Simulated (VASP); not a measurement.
# PbSe in VASP: one cell, several levels of theory, part 3 of 3

The system is PbSe in the zincblende structure, a generated structure that needn't be the ground state.

VASP 6.6.1, plane waves, PAW. The steps go on from the part before.

### Step 5. PBEsol

Input file INCAR:

```
ENCUT = 520.000000
SIGMA = 0.010000
EDIFF = 1.00e-07
GGA = PS
PREC = Accurate
IBRION = -1
ISIF = 2
ISMEAR = 0
NBANDS = 17
NELM = 120
NSW = 0
LASPH = .TRUE.
LCHARG = .TRUE.
LELF = .TRUE.
LWAVE = .FALSE.
LREAL = .FALSE.
```

Input file KPOINTS:

```
KPOINTS created by Atomic Simulation Environment
0
Gamma
6 6 6
0 0 0
```

Input file KPOINTS_OPT:

```
special points
6
Reciprocal
0.0000000000 0.0000000000 0.0000000000 1
0.5000000000 0.0000000000 0.5000000000 1
0.5000000000 0.2500000000 0.7500000000 1
0.3750000000 0.3750000000 0.7500000000 1
0.5000000000 0.5000000000 0.5000000000 1
0.6250000000 0.2500000000 0.6250000000 1
```

Input file POSCAR:

```
Pb Se
 1.0000000000000000
     0.0000000000000000    3.4232041300268978    3.4232041300268978
     3.4232041300268978   -0.0000000000000000    3.4232041300268978
     3.4232041300268978    3.4232041300268978   -0.0000000000000000
 Pb  Se
   1   1
Cartesian
 -0.0000000000000000 -0.0000000000000000  0.0000000000000000
  1.7116020650134487  1.7116020650134487  1.7116020650134487
```

The run uses the recommended PBE PAW datasets (20 valence electrons a neutral cell).

The run is started by

```bash
> mpirun -np 1 vasp_std
```

Printed to the terminal (iteration lines stand in OSZICAR):

```text
POSCAR found type information on POSCAR PbSe
 POSCAR found :  2 types and       2 ions
 -----------------------------------------------------------------------------
|                                                                             |
|                                                                             |
|     You enforced a specific xc type in the INCAR file but a different       |
|     I HOPE YOU KNOW WHAT YOU ARE DOING!                                     |
|                                                                             |
 -----------------------------------------------------------------------------

 LDA part: xc-table for (Slater+PW92), standard interpolation
 POSCAR, INCAR and KPOINTS ok, starting setup
 FFT: planning ... GRIDC
 FFT: planning ... GRID_SOFT
 FFT: planning ... GRID
 WAVECAR not read
 entering main loop
 Start KPOINTS_OPT (optional k-point list driver)
k-point batch [1-6\6]
```

OSZICAR:

```text
N       E                     dE             d eps       ncg     rms          rms(c)
DAV:   1     0.160023699342E+03    0.16002E+03   -0.90868E+03   544   0.109E+03
DAV:   2     0.495935050936E+01   -0.15506E+03   -0.14959E+03   580   0.281E+02
DAV:   3    -0.844430993760E+01   -0.13404E+02   -0.13320E+02   695   0.919E+01
DAV:   4    -0.878762404144E+01   -0.34331E+00   -0.34300E+00   630   0.185E+01
DAV:   5    -0.880066941598E+01   -0.13045E-01   -0.13045E-01   763   0.339E+00    0.294E+00
DAV:   6    -0.838698271661E+01    0.41369E+00   -0.11235E+00   813   0.636E+00    0.165E+00
DAV:   7    -0.837917826682E+01    0.78044E-02   -0.14081E-01   587   0.163E+00    0.849E-01
DAV:   8    -0.838148415347E+01   -0.23059E-02   -0.14483E-02   630   0.120E+00    0.118E-01
DAV:   9    -0.838161076779E+01   -0.12661E-03   -0.46693E-03   739   0.494E-01    0.939E-02
DAV:  10    -0.838192510016E+01   -0.31433E-03   -0.51702E-04   574   0.139E-01    0.281E-02
DAV:  11    -0.838201671205E+01   -0.91612E-04   -0.16465E-04   629   0.914E-02    0.133E-02
DAV:  12    -0.838202965666E+01   -0.12945E-04   -0.25175E-05   643   0.394E-02    0.508E-03
DAV:  13    -0.838203066663E+01   -0.10100E-05   -0.97560E-07   629   0.762E-03    0.209E-03
DAV:  14    -0.838203083157E+01   -0.16494E-06   -0.91037E-07   607   0.713E-03    0.179E-04
DAV:  15    -0.838203083934E+01   -0.77684E-08   -0.49613E-08   557   0.130E-03
   1 F= -.83820308E+01 E0= -.83820308E+01  d E =-.172493E-63
       N       E                     dE             ncg
DAV:   1     0.187826484132E+03   -0.30595E+04      204
DAV:   2    -0.731258208813E+03   -0.91908E+03      237
DAV:   3    -0.805269175194E+03   -0.74011E+02      251
DAV:   4    -0.807352465651E+03   -0.20833E+01      256
DAV:   5    -0.807427869502E+03   -0.75404E-01      305
DAV:   6    -0.807430588404E+03   -0.27189E-02      270
DAV:   7    -0.807430609973E+03   -0.21570E-04      293
DAV:   8    -0.807430610344E+03   -0.37051E-06      278
DAV:   9    -0.807430610347E+03   -0.29299E-08      234
```

From OUTCAR:

```text
k-points           NKPTS =     16   k-points in BZ     NKDIM =     16   number of bands    NBANDS=     17

   NELECT =      20.0000    total number of electrons

   dimension x,y,z NGX =    36 NGY =   36 NGZ =   36
   dimension x,y,z NGXF=    72 NGYF=   72 NGZF=   72

  energy-cutoff  :      520.00
  volume of cell :       80.23
      direct lattice vectors                 reciprocal lattice vectors
     0.000000000  3.423204130  3.423204130    -0.146061988  0.146061988  0.146061988
     3.423204130  0.000000000  3.423204130     0.146061988 -0.146061988  0.146061988
     3.423204130  3.423204130  0.000000000     0.146061988  0.146061988 -0.146061988

 k-points in reciprocal lattice and weights: KPOINTS created by Atomic Simulation Env
   0.00000000  0.00000000  0.00000000       0.005
   0.16666667  0.00000000  0.00000000       0.037
   0.33333333  0.00000000  0.00000000       0.037
   0.50000000  0.00000000  0.00000000       0.019
   0.16666667  0.16666667  0.00000000       0.028
   0.33333333  0.16666667  0.00000000       0.111
   0.50000000  0.16666667  0.00000000       0.111
  -0.33333333  0.16666667  0.00000000       0.111
[... 8 more k-points ...]

 E-fermi :   2.2022

 k-point     1 :       0.0000    0.0000    0.0000
  band No.  band energies     occupation
      1     -14.5258      2.00000
      2     -14.5258      2.00000
      3     -14.5258      2.00000
      4     -14.4933      2.00000
      5     -14.4933      2.00000
      6     -10.5986      2.00000
      7      -4.2176      2.00000
      8       0.5787      2.00000
      9       0.5787      2.00000
     10       0.5787      2.00000
     11       4.2776      0.00000
     12       4.2776      0.00000
     13       4.2776      0.00000
     14       6.7622      0.00000
     15      10.3830      0.00000
     16      10.3830      0.00000
     17      11.1295      0.00000

 k-point     2 :       0.1667    0.0000    0.0000
  band No.  band energies     occupation
      1     -14.5326      2.00000
      2     -14.5234      2.00000
      3     -14.5234      2.00000
      4     -14.4931      2.00000
      5     -14.4931      2.00000
      6     -10.4693      2.00000
      7      -4.6037      2.00000
      8       0.4213      2.00000
      9       0.4213      2.00000
     10       0.5563      2.00000
     11       4.2129      0.00000
     12       4.5364      0.00000
     13       4.5364      0.00000
     14       7.8548      0.00000
     15       9.6456      0.00000
     16       9.6456      0.00000
     17      10.5065      0.00000

 k-point     3 :       0.3333    0.0000    0.0000
  band No.  band energies     occupation
      1     -14.5460      2.00000
      2     -14.5195      2.00000
      3     -14.5195      2.00000
      4     -14.4920      2.00000
      5     -14.4920      2.00000
      6     -10.1728      2.00000
      7      -5.3417      2.00000
      8       0.1567      2.00000
      9       0.1567      2.00000
     10       0.3136      2.00000
     11       4.9210      0.00000
     12       4.9210      0.00000
     13       5.0160      0.00000
     14       8.5578      0.00000
     15       9.7349      0.00000
     16       9.7349      0.00000
     17      10.8814      0.00000

 k-point     4 :       0.5000    0.0000    0.0000
  band No.  band energies     occupation
      1     -14.5527      2.00000
      2     -14.5180      2.00000
      3     -14.5180      2.00000
      4     -14.4909      2.00000
      5     -14.4909      2.00000
      6      -9.9978      2.00000
      7      -5.7123      2.00000
      8       0.0420      2.00000
      9       0.0420      2.00000
     10       0.1607      2.00000
     11       5.0414      0.00000
     12       5.0414      0.00000
     13       5.8091      0.00000
     14       8.5892      0.00000
     15      10.0187      0.00000
     16      10.4989      0.00000
     17      10.4989      0.00000

 k-point     5 :       0.1667    0.1667    0.0000
  band No.  band energies     occupation
      1     -14.5377      2.00000
      2     -14.5210      2.00000
      3     -14.5210      2.00000
      4     -14.4948      2.00000
      5     -14.4918      2.00000
      6     -10.4252      2.00000
      7      -4.7144      2.00000
      8       0.1773      2.00000
      9       0.1773      2.00000
     10       1.0365      2.00000
     11       3.5487      0.00000
     12       4.9414      0.00000
     13       4.9414      0.00000
     14       8.1719      0.00000
     15       8.5640      0.00000
     16      10.6306      0.00000
     17      11.7938      0.00000

 k-point     6 :       0.3333    0.1667    0.0000
  band No.  band energies     occupation
      1     -14.5490      2.00000
      2     -14.5175      2.00000
      3     -14.5166      2.00000
      4     -14.4952      2.00000
      5     -14.4904      2.00000
      6     -10.1786      2.00000
      7      -5.2998      2.00000
      8      -0.2949      2.00000
      9      -0.1006      2.00000
     10       1.2583      2.00000
     11       3.6733      0.00000
     12       5.4230      0.00000
     13       5.4458      0.00000
     14       8.2523      0.00000
     15       9.5056      0.00000
     16      10.6040      0.00000
     17      11.5760      0.00000

 k-point     7 :       0.5000    0.1667    0.0000
  band No.  band energies     occupation
      1     -14.5558      2.00000
      2     -14.5164      2.00000
      3     -14.5148      2.00000
      4     -14.4934      2.00000
      5     -14.4903      2.00000
      6      -9.9447      2.00000
      7      -5.7738      2.00000
      8      -0.7397      2.00000
      9      -0.1633      2.00000
     10       1.2311      2.00000
     11       4.4693      0.00000
     12       5.5163      0.00000
     13       5.6766      0.00000
     14       8.7827      0.00000
     15       9.6743      0.00000
     16      10.6670      0.00000
     17      10.8316      0.00000

[... the tables of k-points 8 to 16 left out ...]

  Total       -0.4446322     -0.4446322     -0.4446322      0.0000000     -0.0000000      0.0000000
  in kB       -8.8793888     -8.8793888     -8.8793888      0.0000000     -0.0000000      0.0000000
  external PRESSURE =      -8.8793888 kB  Pullay stress =       0.0000000 kB

 POSITION                                       TOTAL-FORCE (eV/Angst)
 -----------------------------------------------------------------------------------
      0.00000      0.00000      0.00000        -0.000000      0.000000     -0.000000
      1.71160      1.71160      1.71160         0.000000     -0.000000      0.000000
 -----------------------------------------------------------------------------------
    total drift:                                0.000000      0.000000      0.000000

  FREE ENERGIE OF THE ION-ELECTRON SYSTEM (eV)
  ---------------------------------------------------
  free  energy   TOTEN  =        -8.3820308393 eV

  energy  without entropy=       -8.3820308393  energy(sigma->0) =       -8.38203084
```

It took 11 s on 1 MPI rank of Intel Xeon 6975P-C, shared host; peak memory 0.21 GiB.

The levels at the points of KPOINTS_OPT are read from vasprun.xml.

Near the gap, in eV above the top of the last filled band v; c is the band after it:

| point | v−1 | v | c | c+1 |
| --- | --- | --- | --- | --- |
| Γ | -1.64 | -1.64 | 2.06 | 2.06 |
| X | -2.88 | -0.55 | 0.54 | 4.82 |
| W | -3.09 | 0.00 | 2.09 | 2.68 |
| K | -2.68 | -0.41 | 1.60 | 3.88 |
| L | -2.18 | -2.06 | 2.82 | 2.82 |
| U | -2.68 | -0.41 | 1.60 | 3.88 |

PBEsol gives an indirect gap of 0.54 eV, from W to X; the least direct gap is 1.09 eV. The pressure is -0.89 GPa; the forces vanish within 0.01 eV/Å.

### Step 6. PBE+SOC at this geometry

Input file INCAR:

```
ENCUT = 520.000000
SIGMA = 0.020000
EDIFF = 1.00e-07
GGA = PE
PREC = Accurate
IBRION = -1
ISIF = 2
ISMEAR = -1
NBANDS = 31
NELM = 120
NSW = 0
LASPH = .TRUE.
LCHARG = .FALSE.
LWAVE = .FALSE.
LSORBIT = .TRUE.
GGA_COMPAT = .FALSE.
LREAL = .FALSE.
MAGMOM = 0.0 0.0 0.0 0.0 0.0 0.0
```

KPOINTS is that of step 5.

KPOINTS_OPT is that of step 5.

POSCAR is that of step 5.

The run is started by

```bash
> mpirun -np 1 vasp_ncl
```

Printed to the terminal (iteration lines stand in OSZICAR):

```text
POSCAR found type information on POSCAR PbSe
 POSCAR found :  2 types and       2 ions
 LDA part: xc-table for (Slater+PW92), standard interpolation
 POSCAR, INCAR and KPOINTS ok, starting setup
 FFT: planning ... GRIDC
 FFT: planning ... GRID_SOFT
 FFT: planning ... GRID
 WAVECAR not read
 entering main loop
 Start KPOINTS_OPT (optional k-point list driver)
k-point batch [1-6\6]
```

OSZICAR:

```text
N       E                     dE             d eps       ncg     rms          rms(c)
DAV:   1     0.198211408055E+03    0.19821E+03   -0.88073E+03  1364   0.122E+03
DAV:   2     0.134407264875E+02   -0.18477E+03   -0.17758E+03  1413   0.343E+02
DAV:   3    -0.770500683760E+01   -0.21146E+02   -0.20534E+02  1809   0.135E+02
DAV:   4    -0.862918564947E+01   -0.92418E+00   -0.92263E+00  1581   0.325E+01
DAV:   5    -0.866832535075E+01   -0.39140E-01   -0.39138E-01  2063   0.672E+00    0.295E+00
DAV:   6    -0.827597889188E+01    0.39235E+00   -0.80951E-01  1934   0.704E+00    0.153E+00
DAV:   7    -0.827732617717E+01   -0.13473E-02   -0.16791E-01  1596   0.209E+00    0.100E+00
DAV:   8    -0.828245571660E+01   -0.51295E-02   -0.20070E-02  1792   0.176E+00    0.494E-01
DAV:   9    -0.828277239510E+01   -0.31668E-03   -0.23860E-03  1654   0.391E-01    0.218E-01
DAV:  10    -0.828241477779E+01    0.35762E-03   -0.25129E-03  1996   0.546E-01    0.657E-02
DAV:  11    -0.828286844796E+01   -0.45367E-03   -0.61399E-04  1574   0.147E-01    0.158E-02
DAV:  12    -0.828291388702E+01   -0.45439E-04   -0.79453E-05  1676   0.584E-02    0.824E-03
DAV:  13    -0.828291953976E+01   -0.56527E-05   -0.92402E-06  1712   0.328E-02    0.285E-03
DAV:  14    -0.828292162446E+01   -0.20847E-05   -0.30321E-06  1731   0.110E-02    0.322E-03
DAV:  15    -0.828292187223E+01   -0.24778E-06   -0.29914E-07  1472   0.465E-03    0.130E-03
DAV:  16    -0.828292198474E+01   -0.11250E-06   -0.82454E-08  1397   0.200E-03    0.313E-04
DAV:  17    -0.828292197882E+01    0.59197E-08   -0.96844E-09  1103   0.855E-04
   1 F= -.82829220E+01 E0= -.82829220E+01  d E =-.497534E-08  mag=    -0.0000     0.0000    -0.0000
       N       E                     dE             ncg
DAV:   1     0.360659450857E+03   -0.26455E+04      372
DAV:   2    -0.721145090285E+03   -0.10818E+04      372
DAV:   3    -0.840930553720E+03   -0.11979E+03      489
DAV:   4    -0.846191924918E+03   -0.52614E+01      442
DAV:   5    -0.846417447826E+03   -0.22552E+00      570
DAV:   6    -0.846420298143E+03   -0.28503E-02      466
DAV:   7    -0.846420400665E+03   -0.10252E-03      578
DAV:   8    -0.846420401856E+03   -0.11919E-05      460
DAV:   9    -0.846420401885E+03   -0.28737E-07      347
```

Parts of OUTCAR:

```text
k-points           NKPTS =     22   k-points in BZ     NKDIM =     22   number of bands    NBANDS=     31

   NELECT =      20.0000    total number of electrons

   dimension x,y,z NGX =    36 NGY =   36 NGZ =   36
   dimension x,y,z NGXF=    72 NGYF=   72 NGZF=   72

  energy-cutoff  :      520.00
  volume of cell :       80.23
      direct lattice vectors                 reciprocal lattice vectors
     0.000000000  3.423204130  3.423204130    -0.146061988  0.146061988  0.146061988
     3.423204130  0.000000000  3.423204130     0.146061988 -0.146061988  0.146061988
     3.423204130  3.423204130  0.000000000     0.146061988  0.146061988 -0.146061988

 k-points in reciprocal lattice and weights: KPOINTS created by Atomic Simulation Env
   0.00000000  0.00000000  0.00000000       0.005
   0.16666667  0.00000000  0.00000000       0.019
  -0.16666667  0.00000000  0.00000000       0.019
   0.33333333  0.00000000  0.00000000       0.019
  -0.33333333  0.00000000  0.00000000       0.019
   0.50000000  0.00000000  0.00000000       0.019
   0.16666667  0.16666667  0.00000000       0.028
   0.33333333  0.16666667  0.00000000       0.056
[... 14 more k-points ...]

 E-fermi :   2.6101

 k-point     1 :       0.0000    0.0000    0.0000
  band No.  band energies     occupation
      1     -15.8747      1.00000
      2     -15.8747      1.00000
      3     -15.8747      1.00000
      4     -15.8747      1.00000
      5     -13.3373      1.00000
      6     -13.3373      1.00000
      7     -13.3132      1.00000
      8     -13.3132      1.00000
      9     -13.3132      1.00000
     10     -13.3132      1.00000
     11     -10.4876      1.00000
     12     -10.4876      1.00000
     13      -4.0002      1.00000
     14      -4.0002      1.00000
     15       0.3115      1.00000
     16       0.3115      1.00000
     17       0.8285      1.00000
     18       0.8285      1.00000
     19       0.8285      1.00000
     20       0.8285      1.00000
     21       3.4114      0.00000
     22       3.4114      0.00000
     23       4.9315      0.00000
     24       4.9315      0.00000
     25       4.9315      0.00000
     26       4.9315      0.00000
     27       7.0746      0.00000
     28       7.0746      0.00000
     29      10.5624      0.00000
     30      10.5624      0.00000
     31      10.5624      0.00000

 k-point     2 :       0.1667    0.0000    0.0000
  band No.  band energies     occupation
      1     -15.8750      1.00000
      2     -15.8750      1.00000
      3     -15.8750      1.00000
      4     -15.8738      1.00000
      5     -13.3397      1.00000
      6     -13.3397      1.00000
      7     -13.3170      1.00000
      8     -13.3170      1.00000
      9     -13.3119      1.00000
     10     -13.3095      1.00000
     11     -10.3597      1.00000
     12     -10.3597      1.00000
     13      -4.3886      1.00000
     14      -4.3886      1.00000
     15       0.2309      1.00000
     16       0.2309      1.00000
     17       0.6797      1.00000
     18       0.6923      1.00000
     19       0.7120      1.00000
     20       0.7120      1.00000
     21       3.7114      0.00000
     22       3.7114      0.00000
     23       4.8512      0.00000
     24       4.8512      0.00000
     25       5.1735      0.00000
     26       5.1764      0.00000
     27       8.1564      0.00000
     28       8.1564      0.00000
     29       9.8138      0.00000
     30       9.8606      0.00000
     31       9.8740      0.00000

 k-point     3 :      -0.1667    0.0000    0.0000
  band No.  band energies     occupation
      1     -15.8750      1.00000
      2     -15.8750      1.00000
      3     -15.8750      1.00000
      4     -15.8738      1.00000
      5     -13.3397      1.00000
      6     -13.3397      1.00000
      7     -13.3170      1.00000
      8     -13.3170      1.00000
      9     -13.3119      1.00000
     10     -13.3095      1.00000
     11     -10.3597      1.00000
     12     -10.3597      1.00000
     13      -4.3886      1.00000
     14      -4.3886      1.00000
     15       0.2309      1.00000
     16       0.2309      1.00000
     17       0.6797      1.00000
     18       0.6923      1.00000
     19       0.7120      1.00000
     20       0.7120      1.00000
     21       3.7114      0.00000
     22       3.7114      0.00000
     23       4.8512      0.00000
     24       4.8512      0.00000
     25       5.1735      0.00000
     26       5.1764      0.00000
     27       8.1564      0.00000
     28       8.1564      0.00000
     29       9.8132      0.00000
     30       9.8606      0.00000
     31       9.8804      0.00000

 k-point     4 :       0.3333    0.0000    0.0000
  band No.  band energies     occupation
      1     -15.8755      1.00000
      2     -15.8755      1.00000
      3     -15.8743      1.00000
      4     -15.8731      1.00000
      5     -13.3466      1.00000
      6     -13.3466      1.00000
      7     -13.3218      1.00000
      8     -13.3218      1.00000
      9     -13.3067      1.00000
     10     -13.3043      1.00000
     11     -10.0686      1.00000
     12     -10.0686      1.00000
     13      -5.1245      1.00000
     14      -5.1245      1.00000
     15       0.0023      1.00000
     16       0.0023      1.00000
     17       0.4357      1.00000
     18       0.4432      1.00000
     19       0.4432      1.00000
     20       0.4470      1.00000
     21       4.3688      0.00000
     22       4.3688      0.00000
     23       5.4041      0.00000
     24       5.4041      0.00000
     25       5.5146      0.00000
     26       5.5198      0.00000
     27       8.8489      0.00000
     28       8.8489      0.00000
     29       9.8927      0.00000
     30       9.8927      0.00000
     31       9.9501      0.00000

[... the tables of k-points 5 to 22 left out ...]

  Total        0.3635375      0.3635375      0.3635375      0.0000000     -0.0000000      0.0000000
  in kB        7.2599123      7.2599123      7.2599123      0.0000000     -0.0000000      0.0000000
  external PRESSURE =       7.2599123 kB  Pullay stress =       0.0000000 kB

 POSITION                                       TOTAL-FORCE (eV/Angst)
 -----------------------------------------------------------------------------------
      0.00000      0.00000      0.00000         0.000000     -0.000000      0.000000
      1.71160      1.71160      1.71160        -0.000000      0.000000     -0.000000
 -----------------------------------------------------------------------------------
    total drift:                                0.000000      0.000000      0.000000

  FREE ENERGIE OF THE ION-ELECTRON SYSTEM (eV)
  ---------------------------------------------------
  free  energy   TOTEN  =        -8.2829219788 eV

  energy  without entropy=       -8.2829219738  energy(sigma->0) =       -8.28292198
```

Wall time 73 s (1 MPI rank of Intel Xeon 6975P-C, shared host); peak memory 0.42 GiB.

The levels at the points of KPOINTS_OPT are read from vasprun.xml.

Near the gap, in eV above the top of the last filled band v; c is the band after it:

| point | v−2 | v | c | c+2 |
| --- | --- | --- | --- | --- |
| Γ | -1.61 | -1.61 | 0.97 | 2.49 |
| X | -2.94 | -0.63 | 0.47 | 4.27 |
| W | -3.05 | 0.00 | 1.36 | 2.54 |
| K | -2.77 | -0.45 | 1.29 | 3.46 |
| L | -2.14 | -2.10 | 2.18 | 3.17 |
| U | -2.77 | -0.45 | 1.29 | 3.46 |

PBE+SOC gives an indirect gap of 0.47 eV, from W to X; the least direct gap is 1.11 eV. The pressure is 0.73 GPa; the forces vanish within 0.01 eV/Å.

### Step 7. Summary

This closing draws on all 3 parts.

```
  level  gap (eV)  pressure (GPa)
    PBE      0.62            0.74
 r2SCAN      0.79            0.00
    LDA      0.45           -1.92
 PBEsol      0.54           -0.89
PBE+SOC      0.47            0.73
```

The gap spans 0.45 eV (LDA) to 0.79 eV (r2SCAN). Spin-orbit coupling changes the PBE gap by -0.15 eV. Leaving spin-orbit runs aside: The pressure is highest with PBE (0.7 GPa) and lowest with LDA (-1.9 GPa), which orders the cells that they would relax to.
